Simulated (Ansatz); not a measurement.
Input and command of a calculation in Ansatz (plane waves; scalar-relativistic PAW potentials unless the input names others):

```yaml
crystal:
  lattice:
    - [-2.4069428891, 2.4069428891, 1.3691433516]
    - [2.4069428891, -2.4069428891, 1.3691433516]
    - [2.4069428891, 2.4069428891, -1.3691433516]
  atoms:
    - { symbol: Si, position: [0.25, 0.75, 0.5] }
    - { symbol: Si, position: [0.5, 0.5, 0.0] }
basis:
  ecutwfc: 420
kpoints:
  mp_grid: { grid: [20, 20, 20] }
hamiltonian:
  xc: pbe
scf:
  occupations: { method: fermi_dirac, width: 0.001 }
output:
  forces: true
  eigenvalues: true
  stress: true
```

```bash
ansatz run input.yaml --threads 1 --pin off --max-ram 2560MiB --backend cpu --events-out ev --progress --plain --runs-dir out
```

Abridged log:
```
Basis set: ecut = 420 eV, 617 PW (Γ), exchange–correlation on 50×50×50 points (8 copies of the dense FFT grid, shifted against one another)
Bands: 8, of which v1, the nominal top of the filled ones, is band 4 counted from 1 (3 counted from 0)
Symmetry: 16 space group operations
k-points: 641 of 8000
SCF iter   1: F=—  HF=-1271.027866 eV  |F-HF|=—  |Δ(HF+E_count)|=         —  Δρ=1.74e-3  dr2=4.80e-4  ethr=1.77e-3  ⟨swp⟩=5.7  Hψ=43192  notcnv=0
SCF iter   2: F=—  HF=-1271.028024 eV  |F-HF|=—  |Δ(HF+E_count)|=   1.58e-4  Δρ=8.35e-4  dr2=9.15e-5  ethr=6.00e-6  ⟨swp⟩=2.1  Hψ=14485  notcnv=0  defer=147
SCF iter   3: F=—  HF=-1271.028106 eV  |F-HF|=—  |Δ(HF+E_count)|=   8.18e-5  Δρ=1.03e-4  dr2=1.28e-6  ethr=1.14e-6  ⟨swp⟩=3.0  Hψ=9913  notcnv=0  defer=170
SCF iter   4: F=-1271.028108 eV  HF=-1271.028108 eV  |F-HF|=2.80e-9  |Δ(HF+E_count)|=   1.33e-6  Δρ=6.32e-6  dr2=6.99e-9  ethr=1.60e-8  ⟨swp⟩=2.3  Hψ=7722  notcnv=0  defer=170
SCF iter   5: F=-1271.028108 eV  HF=-1271.028108 eV  |F-HF|=2.73e-11  |Δ(HF+E_count)|=   3.18e-9  Δρ=4.61e-7  dr2=2.81e-11  ethr=8.74e-11  ⟨swp⟩=2.0  Hψ=7518  notcnv=0  defer=170
SCF iter   6: F=-1271.028108 eV  HF=-1271.028108 eV  |F-HF|=6.82e-13  |Δ(HF+E_count)|=  2.98e-11  Δρ=1.79e-8  dr2=6.83e-14  ethr=1.00e-12  ⟨swp⟩=1.6  Hψ=14872  notcnv=0
SCF 1 converged in 6 iterations: F = -1271.028108 eV  dr2 = 6.83e-14
SCF converged after 6 iterations
Free energy (F): -1271.028108 eV
Harris-Foulkes:  -1271.028108 eV  (|F-HF|=6.82e-13)
Internal energy: -1271.028105 eV  (E = F + TS)
E sigma→0 (E₀):  -1271.028106 eV
Entropy (-TS):   -0.000002 eV (-0.001 meV/atom)
Fermi energy:    9.173244 eV
--- Forces (eV/Å), atoms counted from 1 ---
  atom   1  Si     0.00000000     0.00000000     0.00000000
  atom   2  Si     0.00000000     0.00000000     0.00000000
--- Stress (GPa, compression-positive) ---
       -2.321510       0.000000       0.000000
        0.000000      -2.321510       0.000000
        0.000000       0.000000      -4.261422
  P = ⅓ Tr σ = -2.9681 GPa (-29.681 kbar)
```

Apart from outputs and empty bands, the input differs from a reference run on usual settings in scf.occupations.method: "gaussian" → "fermi_dirac"; scf.occupations.width: 0.15 → 0.001. The reference, at the same geometry (not necessarily relaxed), gave pressure -2.93 GPa, largest force 0.000 eV/Å, no gap on the mesh. This run converged in 6 SCF iterations (reference: 6) with an energy at zero smearing 0.11 meV/atom above the reference's, pressure -2.97 GPa, largest force 0.000 eV/Å, no gap on the mesh. Its k mesh, for so narrow a smearing in a metal, is looser than usual, yet energy, pressure and forces hardly moved.

Time: 23 s on 1 thread of AMD EPYC (Zen 3), with other jobs on the host, peak memory 0.47 GiB.